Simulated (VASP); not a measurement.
# In in VASP: further runs

One slab, In, is run at these levels: PBE; tasks: single point.

Program: VASP 6.6.1. These are calculated values, not measurements. Logs are shortened: lines on timing, memory, paths and dates and some standing lists are left out, and cuts for length are marked.

### Step 1. Starting point

The cell holds a slab with vacuum, 3 atoms: a = 3.335 Å, b = 3.335 Å, c = 27.509 Å, α = 90.00°, β = 90.00°, γ = 120.00°.

The slab is cut from a database's or a generator's crystal, which needn't be the stable form of the element.

### Step 2. Single point, PBE

Input file INCAR:

```
SYSTEM = In
PREC = Accurate
ENCUT = 650
EDIFF = 1E-7
ISMEAR = 1
SIGMA = 0.1
LREAL = .FALSE.
LASPH = .TRUE.
NELM = 120
ALGO = Normal
ISIF = 2
LWAVE = .FALSE.
LCHARG = .FALSE.
LDIPOL = .TRUE.
IDIPOL = 3
DIPOL = 0.5 0.5 0.500
GGA = PE
NBANDS = 30
LVHAR = .TRUE.
LVACPOTAV = .TRUE.
```

Input file KPOINTS:

```
regular mesh
0
G
  17 17 1
  0 0 0
```

Input file POSCAR:

```
In
1.0
    3.3354847820      0.0000000000      0.0000000000
   -1.6677423910      2.8886145552      0.0000000000
    0.0000000000      0.0000000000     27.5091429200
In
3
Direct
    0.3333333300      0.6666666600      0.3998670563
    0.6666666700      0.3333333400      0.5000000000
    0.3333333300      0.6666666600      0.6001329437
```

Potentials or basis: VASP PAW PBE potentials, release 64 (In_d).

The run is started by

```sh
cat potpaw_PBE.64/In_d/POTCAR > POTCAR
mpirun -np 1 vasp_std > vasp.out
```

OUTCAR:

```text
SYSTEM = In
   PREC = Accurate
   ENCUT = 650
   EDIFF = 1E-7
   ISMEAR = 1
   LREAL = .FALSE.
   LASPH = .TRUE.
   NELM = 120
   ISIF = 2
   GGA = PE

 Found     33 irreducible k-points:

 Following reciprocal coordinates:
            Coordinates               Weight
  0.000000  0.000000  0.000000      1.000000
  0.058824 -0.000000  0.000000      6.000000
  0.117647  0.000000  0.000000      6.000000
  0.176471 -0.000000  0.000000      6.000000
  0.235294  0.000000  0.000000      6.000000
  0.294118  0.000000  0.000000      6.000000
   k-points           NKPTS =     33   k-points in BZ     NKDIM =     33   number of bands    NBANDS=     30
   number of dos      NEDOS =    301   number of ions     NIONS =      3
   total plane-waves  NPLWV = 188160
   dimension x,y,z NGX =    28 NGY =   28 NGZ =  240
   dimension x,y,z NGXF=    56 NGYF=   56 NGZF=  480
   ions per type =               3
   NGX,Y,Z   is equivalent  to a cutoff of  13.96, 13.96, 14.50 a.u.
   NGXF,Y,Z  is equivalent  to a cutoff of  27.91, 27.91, 29.01 a.u.
 SYSTEM =  In
   PREC   = accura    normal or accurate (medium, high low for compatibility)
   ISTART =      0    job   : 0-new  1-cont  2-samecut
   ICHARG =      2    charge: 1-file 2-atom 10-const
   ISPIN  =      1    spin polarized calculation?
   LNONCOLLINEAR =      F non collinear calculations
   LSORBIT =      F    spin-orbit coupling
   LASPH  =      T    aspherical Exc in radial PAW
   ENCUT  =  650.0 eV  47.77 Ry    6.91 a.u.   6.93  6.93 57.19*2*pi/ulx,y,z
   NELM   =    120;   NELMIN=  2; NELMDL= -5     # of ELM steps
   EDIFF  = 0.1E-06   stopping-criterion for ELM
   LREAL  =      F    real-space projection
   EDIFFG = 0.1E-05   stopping-criterion for IOM
   NSW    =      0    number of steps for IOM
   IBRION =     -1    ionic relax: 0-MD 1-quasi-New 2-CG
   NFREE  =      0    steps in history (QN), initial steepest desc. (CG)
   ISIF   =      2    stress and relaxation
   ISYM   =      2    0-nonsym 1-usesym 2-fastsym
   POTIM  = 0.5000    time-step for ionic-motion
   TEBEG  =    0.0;   TEEND  =   0.0 temperature during run
   PSTRESS=    0.0 pullay stress
   NELECT =      39.0000    total number of electrons
   NUPDOWN=      -1.0000    fix difference up-down
   EMIN   =  10.00;   EMAX   =-10.00  energy-range for DOS
   EFERMI =   0.00;   METHOD = LEGACY
   ISMEAR =     1;   SIGMA  =   0.10  broadening in eV -4-tet -1-fermi 0-gaus
   EFERMI_NEDOS =   21; number of points for ismear=-14 and -15
   IALGO  =     38    algorithm
   IMIX   =      4    mixing-type and parameters
     AMIX     =   0.40;   BMIX     =  1.00
     AMIX_MAG =   1.60;   BMIX_MAG =  1.00
  volume/ion in A,a.u.               =      88.35       596.21
  Fermi-wavevector in a.u.,A,eV,Ry     =   0.864280  1.633252 10.163280  0.746980
  Thomas-Fermi vector in A             =   1.982354
   LORBIT       =      0    0 simple, 1 ext, 2 COOP (PROOUT), +10 PAW based schemes
   GGA     = PE    functional components
   LHFCALC =     F    Hartree Fock is set to
   AEXX    =    0.0000 exact exchange contribution
   IVDW    =     0    specifies the selected vdW correction
   LEPSILON=     F    determine dielectric tensor
   LRPA    =     F    only Hartree local field effects (RPA)
 non-spin polarized calculation
 Methfessel and Paxton  Order N= 1 SIGMA  =   0.10
  energy-cutoff  :      650.00
  volume of cell :      265.05
 maximum number of plane-waves:     10019
 NGX is ok and might be reduce to    28
   NGX = 13   NGY = 13   NGZ =115

 number of electron      38.9999997 magnetization

 dipolmoment           0.000000      0.000000     -0.000000 electrons x Angstroem

 Free energy of the ion-electron system (eV)
  ---------------------------------------------------
  ext. energy  EPLUGINS =         0.00000000
  ---------------------------------------------------
  free energy    TOTEN  =        -7.33845452 eV

  energy without entropy =       -7.33985573  energy(sigma->0) =       -7.33892159

 E-fermi :  -0.4443     XC(G=0):  -3.6186

 val. band max:       -0.4820488232   @ k =   0.4118   0.1176   0.0000
 cond. band min:      -0.4121889364   @ k =   0.3529   0.2353   0.0000
 fundamental gap:      0.0698598868
 Fermi energy:        -0.4442805162

 k-point     1 :       0.0000    0.0000    0.0000
  band No.  band energies     occupation
      1     -15.1199      2.00000
      2     -15.0846      2.00000
      3     -15.0768      2.00000
      4     -15.0672      2.00000
      5     -15.0672      2.00000
      6     -15.0148      2.00000
      7     -15.0148      2.00000
      8     -14.9922      2.00000
      9     -14.9922      2.00000
     10     -14.9075      2.00000
     11     -14.9075      2.00000
     12     -14.8343      2.00000
     13     -14.8343      2.00000
     14     -14.7902      2.00000
     15     -14.7902      2.00000
     16      -9.4710      2.00000
     17      -8.1592      2.00000
     18      -6.1719      2.00000
     19      -2.6404      2.00000
     20       0.2712     -0.00000
     21       2.6053      0.00000
     22       3.2250      0.00000
     23       3.7707      0.00000
     24       3.9224      0.00000
     25       5.1739      0.00000
     26       5.2246      0.00000
     27       6.9424      0.00000
     28       7.2958      0.00000
     29       8.3145      0.00000
     30       8.3145      0.00000

 k-point     2 :       0.0588   -0.0000    0.0000
  band No.  band energies     occupation
      1     -15.1159      2.00000
      2     -15.0803      2.00000
      3     -15.0778      2.00000
      4     -15.0620      2.00000
      5     -15.0579      2.00000
      6     -15.0165      2.00000
      7     -15.0072      2.00000
      8     -14.9930      2.00000
      9     -14.9828      2.00000
     10     -14.9118      2.00000
     11     -14.9088      2.00000
     12     -14.8393      2.00000
     13     -14.8353      2.00000
     14     -14.7970      2.00000
     15     -14.7895      2.00000
     16      -9.4037      2.00000
     17      -8.0925      2.00000
     18      -6.1101      2.00000
     19      -2.5673      2.00000
     20       0.3339     -0.00000
     21       2.6661      0.00000
     22       3.2874      0.00000
     23       3.8329      0.00000
     24       3.9836      0.00000
     25       5.2338      0.00000
     26       5.2863      0.00000
     27       7.0010      0.00000
     28       7.3388      0.00000
     29       7.4174      0.00000
     30       7.9118      0.00000

 k-point     3 :       0.1176    0.0000    0.0000
  band No.  band energies     occupation
      1     -15.1153      2.00000
      2     -15.0737      2.00000
      3     -15.0736      2.00000
      4     -15.0490      2.00000
      5     -15.0313      2.00000
      6     -15.0180      2.00000
      7     -14.9915      2.00000
      8     -14.9881      2.00000
      9     -14.9558      2.00000
     10     -14.9233      2.00000
     11     -14.9098      2.00000
     12     -14.8525      2.00000
     13     -14.8381      2.00000
     14     -14.8153      2.00000
     15     -14.7880      2.00000
     16      -9.2010      2.00000
     17      -7.8918      2.00000
     18      -5.9237      2.00000
     19      -2.3496      2.00000
     20       0.5203     -0.00000
     21       2.8477      0.00000
     22       3.4740      0.00000
     23       4.0191      0.00000
     24       4.1664      0.00000
     25       5.4104      0.00000
     26       5.4624      0.00000
     27       5.7228      0.00000
     28       6.8706      0.00000
     29       7.1587      0.00000
     30       7.1964      0.00000

 k-point     4 :       0.1765   -0.0000    0.0000
  band No.  band energies     occupation
      1     -15.1313      2.00000
      2     -15.0782      2.00000
      3     -15.0587      2.00000
      4     -15.0410      2.00000
      5     -15.0156      2.00000
      6     -14.9913      2.00000
      7     -14.9756      2.00000
      8     -14.9720      2.00000
      9     -14.9349      2.00000
     10     -14.9146      2.00000
     11     -14.8977      2.00000
     12     -14.8671      2.00000
     13     -14.8415      2.00000
     14     -14.8386      2.00000
     15     -14.7860      2.00000
     16      -8.8614      2.00000
     17      -7.5560      2.00000
     18      -5.6105      2.00000
     19      -1.9925      2.00000
     20       0.8242     -0.00000
     21       3.1465      0.00000
     22       3.7657      0.00000
     23       3.9459      0.00000
     24       4.3390      0.00000
     25       4.4629      0.00000
     26       5.1302      0.00000
     27       5.7253      0.00000
     28       5.7830      0.00000
     29       6.3850      0.00000
     30       6.7638      0.00000

 k-point     5 :       0.2353    0.0000    0.0000
  band No.  band energies     occupation
      1     -15.1555      2.00000
      2     -15.0945      2.00000
      3     -15.0616      2.00000
      4     -15.0311      2.00000
      5     -15.0260      2.00000
      6     -14.9726      2.00000
      7     -14.9477      2.00000
      8     -14.9451      2.00000
      9     -14.9376      2.00000
     10     -14.8689      2.00000
     11     -14.8652      2.00000
     12     -14.8628      2.00000
     13     -14.8533      2.00000
     14     -14.8424      2.00000
     15     -14.7833      2.00000
     16      -8.3830      2.00000
     17      -7.0837      2.00000
     18      -5.1677      2.00000
     19      -1.5051      2.00000
     20       1.2058     -0.00000
     21       2.2386      0.00000
     22       3.3242      0.00000
     23       3.6544      0.00000
     24       4.2192      0.00000
     25       4.7580      0.00000
     26       4.8999      0.00000
     27       5.1456      0.00000
     28       5.6824      0.00000
     29       6.0974      0.00000
     30       6.2127      0.00000

 k-point     6 :       0.2941    0.0000    0.0000
  band No.  band energies     occupation
      1     -15.1812      2.00000
      2     -15.1147      2.00000
      3     -15.0764      2.00000
      4     -15.0532      2.00000
      5     -15.0324      2.00000
      6     -14.9818      2.00000
      7     -14.9456      2.00000
      8     -14.9208      2.00000
      9     -14.9056      2.00000
     10     -14.8463      2.00000
     11     -14.8435      2.00000
     12     -14.8379      2.00000
     13     -14.8213      2.00000
     14     -14.8097      2.00000
     15     -14.7766      2.00000
     16      -7.7649      2.00000
     17      -6.4744      2.00000
     18      -4.5940      2.00000
     19      -0.9057      2.00000
     20       0.4800     -0.00000
     21       1.7726      0.00000
     22       1.8306      0.00000
     23       3.5519      0.00000
     24       4.1145      0.00000
     25       4.7853      0.00000
     26       5.0886      0.00000
     27       5.3245      0.00000
     28       5.4058      0.00000
     29       6.3905      0.00000
     30       6.3980      0.00000

 [... further k-points ...]

------------------------ aborting loop because EDIFF is reached ----------------------------------------

  FORCE on cell =-STRESS in cart. coord.  units (eV):
  Direction    XX          YY          ZZ          XY          YZ          ZX
  --------------------------------------------------------------------------------------
  -------------------------------------------------------------------------------------
  Total       -0.3326572     -0.3326572      0.3589716      0.0000000      0.0000000      0.0000000
  in kB       -2.0108600     -2.0108600      2.1699268      0.0000000      0.0000000      0.0000000
  external PRESSURE =      -0.6172644 kB  Pullay stress =       0.0000000 kB

 VOLUME and BASIS-vectors are now :
 -----------------------------------------------------------------------------
  energy-cutoff  :      650.00
  volume of cell :      265.05
      direct lattice vectors                 reciprocal lattice vectors
     3.335484782  0.000000000  0.000000000     0.299806495  0.173093360  0.000000000
    -1.667742391  2.888614555  0.000000000     0.000000000  0.346186721  0.000000000
     0.000000000  0.000000000 27.509142920     0.000000000  0.000000000  0.036351551

 POSITION                                       TOTAL-FORCE (eV/Angst)
 -----------------------------------------------------------------------------------
      0.00000      1.92574     11.00000         0.000000      0.000000     -0.065168
      1.66774      0.96287     13.75457        -0.000000     -0.000000      0.000000
      0.00000      1.92574     16.50914         0.000000     -0.000000      0.065168
 -----------------------------------------------------------------------------------
    total drift:                                0.000000      0.000008      0.000000

  FREE ENERGIE OF THE ION-ELECTRON SYSTEM (eV)
  ---------------------------------------------------
  free  energy   TOTEN  =        -7.3384545187 eV

  energy  without entropy=       -7.3398557290  energy(sigma->0) =       -7.33892159

 vacuum level on the upper side and lower side of the slab         3.379         3.379
```

It took 14 min on 1 thread of Intel Xeon Platinum 8259CL at 2.50GHz (Skylake/Cascade Lake), shared host; peak memory 0.62 GiB.

These settings aren't checked as converged: the numbers below hold their error.

What came out:

```yaml
Free_energy: -7.3385 eV
Largest_force: 0.065 eV/Å
Band_gap_on_the_k_mesh: none (metal or under the smearing width)
Work_function_of_the_upper_face: 3.82 eV
Work_function_of_the_lower_face: 3.82 eV
```

### Step 3. Single point, PBE

This run uses another cell than the first one, of 56.23 Å³/atom, 0.636 times its volume.

INCAR, as its differences from that of step 2:

```diff
@@ -2,3 +2,3 @@
 PREC = Accurate
-ENCUT = 650
+ENCUT = 280
 EDIFF = 1E-7
```

Input file KPOINTS:

```
regular mesh
0
G
  7 7 1
  0 0 0
```

Input file POSCAR:

```
In
1.0
    3.3354847820      0.0000000000      0.0000000000
   -1.6677423910      2.8886145552      0.0000000000
    0.0000000000      0.0000000000     17.5091429200
In
3
Direct
    0.3333333300      0.6666666600      0.3426781098
    0.6666666700      0.3333333400      0.5000000000
    0.3333333300      0.6666666600      0.6573218902
```

Potentials or basis: VASP PAW PBE potentials, release 64 (In_d).

The run is started by

```sh
cat potpaw_PBE.64/In_d/POTCAR > POTCAR
mpirun -np 1 vasp_std > vasp.out
```

Run time: 50 s. Hardware: 1 thread of Intel Xeon Platinum 8259CL at 2.50GHz (Skylake/Cascade Lake), shared host; peak memory 0.17 GiB.

These settings aren't checked as converged: the numbers below hold their error.

Results:

```
Free energy                     : -7.3240 eV
Largest force                   : 0.216 eV/Å
Band gap on the k mesh          : none (metal or under the smearing width)
Work function of the upper face : 3.99 eV
Work function of the lower face : 3.99 eV
```

Caveat: the cutoff is under 1.25 times the usual one of these potentials, so pressure, stress and relaxed cells hold a basis-set (Pulay) error.
